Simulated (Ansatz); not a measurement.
A calculation with Ansatz 0.2.0 of Ir (native input, structure typed inline):

input.yaml

```yaml
crystal:
  lattice:
    - [0.0, 1.9156, 1.9156]
    - [1.9156, 0.0, 1.9156]
    - [1.9156, 1.9156, 0.0]
  atoms:
    - { symbol: Ir, position: [0.0, 0.0, 0.0] }
hamiltonian:
  xc: { exchange: b88, correlation: pbe }
  pseudopotentials: { kind: paw_fr }
  dispersion: d4
magnetization:
  noncollinear: true
  spin_orbit: true
kpoints:
  mp_grid: { grid: [12, 12, 12] }
scf:
  occupations: { method: cold, width: 0.1 }
output:
  forces: true
  stress: true
  eigenvalues: true
  write_density: true
  write_potential: true
  elf: true
  volumetric_format: npy
```

Potentials or basis: Ansatz PAW.

Launch:

```sh
$ ansatz run input.yaml --threads 2 --pin off --max-ram 5120MiB --backend cpu --events-out ev --progress --plain --runs-dir out
```

**Question.** Write the same calculation in another form: ASE script, structure from a CIF.

**Answer.** As run:

File run.py:

```python
import json

import ase.io
import numpy as np
import spglib
from ase.calculators.calculator import CalculationFailed, Calculator
from ase.stress import full_3x3_to_voigt_6_stress
from ase.units import GPa

import ansatz as az

class AnsatzCalculator(Calculator):
    implemented_properties = ["energy", "free_energy", "forces", "stress", "magmom"]

    def calculate(self, atoms, properties, system_changes):
        super().calculate(atoms, properties, system_changes)
        structure = atoms.copy()
        structure.set_constraint()
        structure.set_momenta(None)
        structure.set_masses(None)
        outcome = (
            az.Crystal.from_ase(structure)
            .calculation()
            .basis(xc_grid=2)
            .kpoints(12, 12, 12)
            .functional(exchange="b88", correlation="pbe", dispersion="d4")
            .pseudopotentials(kind="paw_fr")
            .spin("noncollinear", soc=True)
            .scf(tolerance=2e-10)
            .occupations(method="cold", width=0.1)
            .forces()
            .stress()
            .run(threads=2)
        )
        if not outcome.report["converged"]:
            raise CalculationFailed("SCF not converged")
        report = outcome.report
        self.results = {
            "free_energy": report["lagrangian_ev"],
            "energy": report["lagrangian_ev"],
            "forces": np.array(report["forces_ev_ang"]),
            "stress": -GPa * full_3x3_to_voigt_6_stress(report["stress_gpa"]),
            "magmom": report["magnetization_mub"],
        }

np.set_printoptions(precision=5, suppress=True, linewidth=110)
atoms = ase.io.read("Ir.cif")
cell, frac, numbers = spglib.find_primitive((atoms.cell[:], atoms.get_scaled_positions(), atoms.numbers), symprec=1e-5)
atoms = ase.Atoms(numbers, cell=cell, scaled_positions=frac, pbc=True)
atoms.calc = AnsatzCalculator()
print(f"free energy {atoms.get_potential_energy():.6f} eV")
print("forces (eV/A)", atoms.get_forces(), sep="\n")
print("stress (GPa, Voigt, tension positive)", atoms.get_stress() / GPa, sep="\n")
print(f"moment {atoms.get_magnetic_moment():.4f} muB")
```

Contents of Ir.cif:

```cif
data_Ir
_cell_length_a 3.83120000
_cell_length_b 3.83120000
_cell_length_c 3.83120000
_cell_angle_alpha 90.00000000
_cell_angle_beta 90.00000000
_cell_angle_gamma 90.00000000
_space_group_name_H-M_alt 'Fm-3m'
_space_group_name_Hall '-F 4 2 3'
_space_group_IT_number 225
loop_
_space_group_symop_operation_xyz
'x,y,z'
'-x,-y,-z'
'-y,x,z'
'y,-x,-z'
'-x,-y,z'
'x,y,-z'
'y,-x,z'
'-y,x,-z'
'x,-y,-z'
'-x,y,z'
'-y,-x,-z'
'y,x,z'
'-x,y,-z'
'x,-y,z'
'y,x,-z'
'-y,-x,z'
'z,x,y'
'-z,-x,-y'
'z,-y,x'
'-z,y,-x'
'z,-x,-y'
'-z,x,y'
'z,y,-x'
'-z,-y,x'
'-z,x,-y'
'z,-x,y'
'-z,-y,-x'
'z,y,x'
'-z,-x,y'
'z,x,-y'
'-z,y,x'
'z,-y,-x'
'y,z,x'
'-y,-z,-x'
'x,z,-y'
'-x,-z,y'
'-y,z,-x'
'y,-z,x'
'-x,z,y'
'x,-z,-y'
'-y,-z,x'
'y,z,-x'
'-x,-z,-y'
'x,z,y'
'y,-z,-x'
'-y,z,x'
'x,-z,y'
'-x,z,-y'
'x,y+1/2,z+1/2'
'-x,-y+1/2,-z+1/2'
'-y,x+1/2,z+1/2'
'y,-x+1/2,-z+1/2'
'-x,-y+1/2,z+1/2'
'x,y+1/2,-z+1/2'
'y,-x+1/2,z+1/2'
'-y,x+1/2,-z+1/2'
'x,-y+1/2,-z+1/2'
'-x,y+1/2,z+1/2'
'-y,-x+1/2,-z+1/2'
'y,x+1/2,z+1/2'
[... 40 lines left out ...]
'-x+1/2,-y,z+1/2'
'x+1/2,y,-z+1/2'
'y+1/2,-x,z+1/2'
'-y+1/2,x,-z+1/2'
'x+1/2,-y,-z+1/2'
'-x+1/2,y,z+1/2'
'-y+1/2,-x,-z+1/2'
'y+1/2,x,z+1/2'
'-x+1/2,y,-z+1/2'
'x+1/2,-y,z+1/2'
'y+1/2,x,-z+1/2'
'-y+1/2,-x,z+1/2'
'z+1/2,x,y+1/2'
'-z+1/2,-x,-y+1/2'
'z+1/2,-y,x+1/2'
'-z+1/2,y,-x+1/2'
'z+1/2,-x,-y+1/2'
'-z+1/2,x,y+1/2'
'z+1/2,y,-x+1/2'
'-z+1/2,-y,x+1/2'
'-z+1/2,x,-y+1/2'
'z+1/2,-x,y+1/2'
'-z+1/2,-y,-x+1/2'
'z+1/2,y,x+1/2'
'-z+1/2,-x,y+1/2'
'z+1/2,x,-y+1/2'
'-z+1/2,y,x+1/2'
'z+1/2,-y,-x+1/2'
'y+1/2,z,x+1/2'
'-y+1/2,-z,-x+1/2'
'x+1/2,z,-y+1/2'
'-x+1/2,-z,y+1/2'
'-y+1/2,z,-x+1/2'
'y+1/2,-z,x+1/2'
'-x+1/2,z,y+1/2'
'x+1/2,-z,-y+1/2'
'-y+1/2,-z,x+1/2'
'y+1/2,z,-x+1/2'
'-x+1/2,-z,-y+1/2'
'x+1/2,z,y+1/2'
'y+1/2,-z,-x+1/2'
'-y+1/2,z,x+1/2'
'x+1/2,-z,y+1/2'
'-x+1/2,z,-y+1/2'
'x+1/2,y+1/2,z'
'-x+1/2,-y+1/2,-z'
'-y+1/2,x+1/2,z'
'y+1/2,-x+1/2,-z'
'-x+1/2,-y+1/2,z'
'x+1/2,y+1/2,-z'
'y+1/2,-x+1/2,z'
'-y+1/2,x+1/2,-z'
'x+1/2,-y+1/2,-z'
'-x+1/2,y+1/2,z'
'-y+1/2,-x+1/2,-z'
'y+1/2,x+1/2,z'
'-x+1/2,y+1/2,-z'
'x+1/2,-y+1/2,z'
'y+1/2,x+1/2,-z'
'-y+1/2,-x+1/2,z'
'z+1/2,x+1/2,y'
'-z+1/2,-x+1/2,-y'
'z+1/2,-y+1/2,x'
'-z+1/2,y+1/2,-x'
'z+1/2,-x+1/2,-y'
'-z+1/2,x+1/2,y'
'z+1/2,y+1/2,-x'
'-z+1/2,-y+1/2,x'
'-z+1/2,x+1/2,-y'
'z+1/2,-x+1/2,y'
'-z+1/2,-y+1/2,-x'
'z+1/2,y+1/2,x'
'-z+1/2,-x+1/2,y'
'z+1/2,x+1/2,-y'
'-z+1/2,y+1/2,x'
'z+1/2,-y+1/2,-x'
'y+1/2,z+1/2,x'
'-y+1/2,-z+1/2,-x'
'x+1/2,z+1/2,-y'
'-x+1/2,-z+1/2,y'
'-y+1/2,z+1/2,-x'
'y+1/2,-z+1/2,x'
'-x+1/2,z+1/2,y'
'x+1/2,-z+1/2,-y'
'-y+1/2,-z+1/2,x'
'y+1/2,z+1/2,-x'
'-x+1/2,-z+1/2,-y'
'x+1/2,z+1/2,y'
'y+1/2,-z+1/2,-x'
'-y+1/2,z+1/2,x'
'x+1/2,-z+1/2,y'
'-x+1/2,z+1/2,-y'
loop_
_atom_site_label
_atom_site_type_symbol
_atom_site_symmetry_multiplicity
_atom_site_Wyckoff_symbol
_atom_site_fract_x
_atom_site_fract_y
_atom_site_fract_z
_atom_site_occupancy
Ir1 Ir 4 a 0.0000000000 0.0000000000 0.0000000000 1
```

Potentials or basis: Ansatz PAW.

Command:

```console
$ python run.py
```

Both were run:

|  | native input, structure typed inline | ASE script, structure from a CIF |
| --- | --- | --- |
| Pressure | -8.3 GPa | -8.3 GPa |

Keys that steer only the numerical path or the files written may differ.

Caveat: the potentials were made for another functional, which shifts forces and pressure; the dispersion damping was fitted for another functional or another form of the correction; the thresholds are loose for stress.
